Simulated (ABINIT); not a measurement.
# TiTe2 (P-3m1) in ABINIT: further runs

One crystal, TiTe2, is run at these levels: AM05, LDA, PBE, PBEsol; tasks: single point.

All numbers are computed with ABINIT 10.8.3 (patched build); they aren't measurements. Logs are shortened: lines on timing, memory, paths and dates and some standing lists are left out, and cuts for length are marked. The log counts tension as positive stress, the text compression.

## (1) Starting point

The structure is trigonal, space group P-3m1 (No. 164). Conventional cell: a = 3.777 Å, b = 3.777 Å, c = 6.498 Å, α = 90.00°, β = 90.00°, γ = 120.00°. Te (site symmetry 3m) has 3 Ti at 2.77 Å as nearest neighbours. Ti (site symmetry -3m) is surrounded by 6 Te at 2.77 Å.

## (2) Single point, AM05

run.abi reads:

```
# Pseudopotentials
pp_dirpath "./"
pseudos "Te.upf, Ti.upf"

# Structure
acell 3*1.0
rprim
     7.1374955727     0.0000000000     0.0000000000
    -3.5687477864     6.1812524854     0.0000000000
     0.0000000000     0.0000000000    12.2794403578
ntypat 2
znucl 52 22
natom 3
typat 1 1 2
xcart
    -0.0000000002     2.1806519668     4.7903256000
     1.8885000002     1.0903259833     1.7076744000
     0.0000000000     0.0000000000     0.0000000000 Angstrom

# Plane-wave basis
ecut 47.0

# k points
kptopt 1
ngkpt 6 6 3
nshiftk 1
shiftk 0.0 0.0 0.0

# Exchange and correlation
ixc -120135

# Bands and occupations
nband 36
occopt 3
tsmear 0.05 eV

# SCF cycle
nstep 100
tolvrs 1.0e-10

# Output
iomode 3
prtwf 0
prtden 0
prteig 0
prtebands 0
enunit 1
```

Potentials or basis: PseudoDojo NC SR PBEsol v0.4 stringent.

The run is started by

```console
> abinit run.abi > log 2>&1
```

run.abo:

```text
.Version 10.8.3 of ABINIT
 Symmetries : space group P-3 m 1 (#164); Bravais hP (primitive hexag.)
================================================================================
 Values of the parameters that define the memory need of the present run
     intxc =       0    ionmov =       0      iscf =       7    lmnmax =       6
     lnmax =       6     mgfft =      80  mpssoang =       3    mqgrid =    3790
     natom =       3  nloc_mem =       1    nspden =       1   nspinor =       1
    nsppol =       1      nsym =      12    n1xccc =    2501    ntypat =       2
    occopt =       3   xclevel =       2
       mpw =        8355          nfft =      184320          nkpt =          17
================================================================================
================================================================================

--------------------------------------------------------------------------------
------------- Echo of variables that govern the present computation ------------
--------------------------------------------------------------------------------
 -outvars: echo values of preprocessed input variables --------
            acell      1.0000000000E+00  1.0000000000E+00  1.0000000000E+00 Bohr
              amu      1.27600000E+02  4.78800000E+01
             ecut      4.70000000E+01 Hartree
           enunit           1
              ixc     -120135
         kptrlatt        6    0    0      0    6    0      0    0    3
          kptrlen      3.68383211E+01
            natom           3
            nband          36
            ngfft          48      48      80
             nkpt          17
            nstep         100
             nsym          12
           ntypat           2
           occopt           3
           prtden           0
        prtebands           0
           prteig           0
            prtwf           0
            rprim      7.1374955727E+00  0.0000000000E+00  0.0000000000E+00
                      -3.5687477864E+00  6.1812524854E+00  0.0000000000E+00
                       0.0000000000E+00  0.0000000000E+00  1.2279440358E+01
          spgroup         164
           tolvrs      1.00000000E-10
           tsmear      1.83746611E-03 Hartree
            typat      1  1  2
           xangst     -1.7638814034E-11  2.1806519653E+00  4.7903255978E+00
                       1.8884999987E+00  1.0903259826E+00  1.7076743978E+00
                       0.0000000000E+00  0.0000000000E+00  0.0000000000E+00
            xcart     -3.3332527711E-11  4.1208349903E+00  9.0524034338E+00
                       3.5687477863E+00  2.0604174951E+00  3.2270369240E+00
                       0.0000000000E+00  0.0000000000E+00  0.0000000000E+00
             xred      3.3333333333E-01  6.6666666667E-01  7.3720000016E-01
                       6.6666666667E-01  3.3333333333E-01  2.6279999984E-01
                       0.0000000000E+00  0.0000000000E+00  0.0000000000E+00
            znucl       52.00000   22.00000

================================================================================

 chkinp: Checking input parameters for consistency.

================================================================================
== DATASET  1 ==================================================================

--- !DatasetInfo
iteration_state: {dtset: 1, }
dimensions: {natom: 3, nkpt: 17, mband: 36, nsppol: 1, nspinor: 1, nspden: 1, mpw: 8355, }
cutoff_energies: {ecut:  47.0, pawecutdg:  -1.0, }
electrons: {nelect:   6.00000000E+01, charge:   0.00000000E+00, occopt:   3.00000000E+00, tsmear:   1.83746611E-03, }
meta: {optdriver: 0, ionmov: 0, optcell: 0, iscf: 7, paral_kgb: 0, }
...

 Real(R)+Recip(G) space primitive vectors, cartesian coordinates (Bohr,Bohr^-1):
 R(1)=  7.1374956  0.0000000  0.0000000  G(1)=  0.1401052  0.0808898  0.0000000
 R(2)= -3.5687478  6.1812525  0.0000000  G(2)=  0.0000000  0.1617795  0.0000000
 R(3)=  0.0000000  0.0000000 12.2794404  G(3)=  0.0000000  0.0000000  0.0814369
 Unit cell volume ucvol=  5.4175248E+02 bohr^3
 Angles (23,13,12)=  9.00000000E+01  9.00000000E+01  1.20000000E+02 degrees

 getcut: wavevector=  0.0000  0.0000  0.0000  ngfft=  48  48  80
         ecut(hartree)=     47.000   => boxcut(ratio)=   2.11104

--- Pseudopotential description ------------------------------------------------
- pspini: atom type   1  psp file is ./Te.upf
12 -116133 2 -1 1294                          pspcod,pspxc,lmax,lloc,mmax
     nproj     2     2     2

- pspini: atom type   2  psp file is ./Ti.upf
12 -116133 2 -1 1586                          pspcod,pspxc,lmax,lloc,mmax
     nproj     2     2     2

   4.39954754E+03                                ecore*ucvol(ha*bohr**3)
--------------------------------------------------------------------------------

================================================================================

--- !BeginCycle
iteration_state: {dtset: 1, }
solver: {iscf: 7, nstep: 100, nline: 4, wfoptalg: 0, }
tolerances: {tolvrs: 1.00E-10, }
...

     iter   Etot(hartree)      deltaE(h)  residm     vres2
 ETOT  1  -620.03576677375    -6.200E+02 9.863E-01 6.789E+02
 ETOT  2  -614.84736130338     5.188E+00 3.291E-02 8.964E+04
 ETOT  3  -620.78407119290    -5.937E+00 5.756E-03 1.759E+03
 ETOT  4  -620.85351770460    -6.945E-02 6.086E-03 7.670E+02
 ETOT  5  -620.89078608117    -3.727E-02 8.947E-04 8.991E+01
 ETOT  6  -620.89505584420    -4.270E-03 3.084E-03 2.711E+01
 ETOT  7  -620.89662377305    -1.568E-03 2.062E-04 2.659E-01
 ETOT  8  -620.89664729367    -2.352E-05 3.856E-04 7.402E-02
 ETOT  9  -620.89665152084    -4.227E-06 3.823E-05 3.881E-03
 ETOT 10  -620.89665173371    -2.129E-07 5.169E-05 4.517E-05
 ETOT 11  -620.89665173730    -3.587E-09 9.043E-06 5.142E-07
 ETOT 12  -620.89665173734    -4.025E-11 9.688E-06 1.334E-08
 ETOT 13  -620.89665173732     2.024E-11 2.233E-06 7.800E-10
 ETOT 14  -620.89665173735    -3.558E-11 2.430E-06 4.945E-11

 At SCF step   14       vres2   =  4.94E-11 < tolvrs=  1.00E-10 =>converged.

 Cartesian components of stress tensor (hartree/bohr^3)
  sigma(1 1)=  9.34923637E-05  sigma(3 2)=  0.00000000E+00
  sigma(2 2)=  9.34923635E-05  sigma(3 1)=  0.00000000E+00
  sigma(3 3)=  8.46421448E-05  sigma(2 1)=  1.22011851E-13

--- !ResultsGS
iteration_state: {dtset: 1, }
comment   : Summary of ground state results
lattice_vectors:
- [  7.1374956,   0.0000000,   0.0000000, ]
- [ -3.5687478,   6.1812525,   0.0000000, ]
- [  0.0000000,   0.0000000,  12.2794404, ]
lattice_lengths: [   7.13750,    7.13750,   12.27944, ]
lattice_angles: [ 90.000,  90.000, 120.000, ] # degrees, (23, 13, 12)
lattice_volume:   5.4175248E+02
convergence: {deltae: -3.558E-11, res2:  4.945E-11, residm:  2.430E-06, diffor: null, }
etotal    :  -6.20896652E+02
entropy   :   0.00000000E+00
fermie    :   2.85786657E-01
cartesian_stress_tensor: # hartree/bohr^3
- [  9.34923637E-05,   1.22011851E-13,   0.00000000E+00, ]
- [  1.22011851E-13,   9.34923635E-05,   0.00000000E+00, ]
- [  0.00000000E+00,   0.00000000E+00,   8.46421448E-05, ]
pressure_GPa:  -2.6638E+00
xred      :
- [  3.3333E-01,   6.6667E-01,   7.3720E-01, Te]
- [  6.6667E-01,   3.3333E-01,   2.6280E-01, Te]
- [  0.0000E+00,   0.0000E+00,   0.0000E+00, Ti]
cartesian_forces: # hartree/bohr
- [  1.69764077E-28,   1.27054324E-28,   4.83414850E-03, ]
- [ -1.32038727E-28,  -2.21437536E-28,  -4.83414850E-03, ]
- [ -3.77253505E-29,   9.43832122E-29,  -0.00000000E+00, ]
force_length_stats: {min:   1.01643459E-28, max:   4.83414850E-03, mean:   3.22276566E-03, }
...

 Integrated electronic density in atomic spheres:
 ------------------------------------------------
 Atom  Sphere_radius  Integrated_density
    1        2.00000         19.95312346
    2        2.00000         19.95312346
    3        2.00000          9.46363116
================================================================================

 ----iterations are completed or convergence reached----

 Mean square residual over all n,k,spin=   86.323E-10; max=  24.299E-07
 reduced coordinates (array xred) for    3 atoms
       0.333333333333      0.666666666667      0.737200000161
       0.666666666667      0.333333333333      0.262799999839
       0.000000000000      0.000000000000      0.000000000000
 rms dE/dt=  2.7983E-02; max dE/dt=  5.9361E-02; dE/dt below (all hartree)
    1      -0.000000000000      0.000000000000     -0.059360638137
    2       0.000000000000      0.000000000000      0.059360638137
    3       0.000000000000      0.000000000000      0.000000000000

 cartesian coordinates (angstrom) at end:
    1     -0.00000000001764     2.18065196526143     4.79032559779101
    2      1.88849999870695     1.09032598263071     1.70767439779101
    3      0.00000000000000     0.00000000000000     0.00000000000000

 cartesian forces (hartree/bohr) at end:
    1      0.00000000000000     0.00000000000000     0.00483414849596
    2     -0.00000000000000    -0.00000000000000    -0.00483414849596
    3     -0.00000000000000     0.00000000000000    -0.00000000000000
 frms,max,avg= 2.2788395E-03 4.8341485E-03   0.000E+00  0.000E+00  0.000E+00 h/b

 cartesian forces (eV/Angstrom) at end:
    1      0.00000000000000     0.00000000000000     0.24858191031824
    2     -0.00000000000000    -0.00000000000000    -0.24858191031824
    3     -0.00000000000000     0.00000000000000    -0.00000000000000
 frms,max,avg= 1.1718264E-01 2.4858191E-01   0.000E+00  0.000E+00  0.000E+00 e/A
 length scales=  1.000000000000  1.000000000000  1.000000000000 bohr
              =  0.529177210544  0.529177210544  0.529177210544 angstroms
 Fermi (or HOMO) energy (eV) =   7.77665   Average Vxc (eV)= -10.54758
 Eigenvalues (   eV  ) for nkpt=  17  k points:
 kpt#   1, nband= 36, wtk=  0.00926, kpt=  0.0000  0.0000  0.0000 (reduced coord)
-151.16784 -151.16784 -101.27847 -101.27847 -101.27847 -101.27847 -101.27020 -101.27017
 -49.42585  -28.70688  -28.70688  -28.70331  -28.70331  -28.68857  -28.68857  -28.68702
 -28.68702  -28.68585  -28.68371  -25.77870  -25.77870  -25.76762   -4.65036   -3.14841
   2.54122    6.13644    6.13644    8.12811    8.20862    8.20862    8.35240    8.86196
   8.86196   10.87809   10.87809   12.84377
 prteigrs : prtvol=0 or 1, do not print more k-points.

--- !EnergyTerms
iteration_state     : {dtset: 1, }
comment             : Components of total free energy in Hartree
kinetic             :  2.12319206952972E+02
hartree             :  2.06423109279404E+02
xc                  : -8.15530233896673E+01
Ewald energy        : -3.13557017669080E+02
psp_core            :  8.12095502922080E+00
local_psp           : -6.22383411491482E+02
non_local_psp       : -3.02660621842602E+01
internal            : -6.20896243472894E+02
'-kT*entropy'       : -4.08264459080519E-04
total_energy        : -6.20896651737353E+02
total_energy_eV     : -1.68954586092615E+04
band_energy         : -9.54081806464799E+01
...

 Cartesian components of stress tensor (hartree/bohr^3)
  sigma(1 1)=  9.34923637E-05  sigma(3 2)=  0.00000000E+00
  sigma(2 2)=  9.34923635E-05  sigma(3 1)=  0.00000000E+00
  sigma(3 3)=  8.46421448E-05  sigma(2 1)=  1.22011851E-13

-Cartesian components of stress tensor (GPa)         [Pressure= -2.6638E+00 GPa]
- sigma(1 1)=  2.75064031E+00  sigma(3 2)=  0.00000000E+00
- sigma(2 2)=  2.75064030E+00  sigma(3 1)=  0.00000000E+00
- sigma(3 3)=  2.49025788E+00  sigma(2 1)=  3.58971260E-09

== END DATASET(S) ==============================================================
================================================================================

 -outvars: echo values of variables after computation  --------
            acell      1.0000000000E+00  1.0000000000E+00  1.0000000000E+00 Bohr
           etotal     -6.2089665174E+02
            fcart      1.6976407734E-28  1.2705432412E-28  4.8341484960E-03
                      -1.3203872682E-28 -2.2143753633E-28 -4.8341484960E-03
                      -3.7725350520E-29  9.4383212204E-29 -0.0000000000E+00
            rprim      7.1374955727E+00  0.0000000000E+00  0.0000000000E+00
                      -3.5687477864E+00  6.1812524854E+00  0.0000000000E+00
                       0.0000000000E+00  0.0000000000E+00  1.2279440358E+01
           strten      9.3492363719E-05  9.3492363510E-05  8.4642144794E-05
                       0.0000000000E+00  0.0000000000E+00  1.2201185120E-13
           xangst     -1.7638814034E-11  2.1806519653E+00  4.7903255978E+00
                       1.8884999987E+00  1.0903259826E+00  1.7076743978E+00
                       0.0000000000E+00  0.0000000000E+00  0.0000000000E+00
             xred      3.3333333333E-01  6.6666666667E-01  7.3720000016E-01
                       6.6666666667E-01  3.3333333333E-01  2.6279999984E-01
                       0.0000000000E+00  0.0000000000E+00  0.0000000000E+00
 Calculation completed.
```

Run time: 3.9 min. Hardware: 1 thread of Arm Neoverse V2, shared host; peak memory 0.18 GiB.

What came out:

```yaml
Free_energy: -16895.4586 eV
Pressure: -2.7 GPa
Largest_force: 0.249 eV/Å
Band_gap_on_the_k_mesh: none (metal or under the smearing width)
Valence_electrons_inside_the_program's_atomic_spheres: Te 19.95; Ti 9.46
```

Forces in eV/Å, atoms in the order of the input:
```
Te   0.000  0.000  0.249
Te   0.000  0.000 -0.249
Ti   0.000  0.000  0.000
```

Stress tensor (GPa, compression positive):
```
-2.75  0.00  0.00
 0.00 -2.75  0.00
 0.00  0.00 -2.49
```

Levels at points of the mesh, in eV from the Fermi level:
```csv
k point,band 28,band 29,band 30,band 31,band 32,band 33
"(0.00, 0.00, 0.00)",0.35,0.43,0.43,0.58,1.09,1.09
"(0.50, 0.00, 0.00)",-2.40,-1.71,-1.12,0.03,1.19,1.50
```

Caveat: the potentials were made for another functional, which shifts forces and pressure; this functional lacks dispersion, which binds the layers, so the pressure and a relaxed spacing across them are unreliable. Spin-orbit coupling is left out, which matters for the levels of Te.

(Continued in part 2 of 2.)
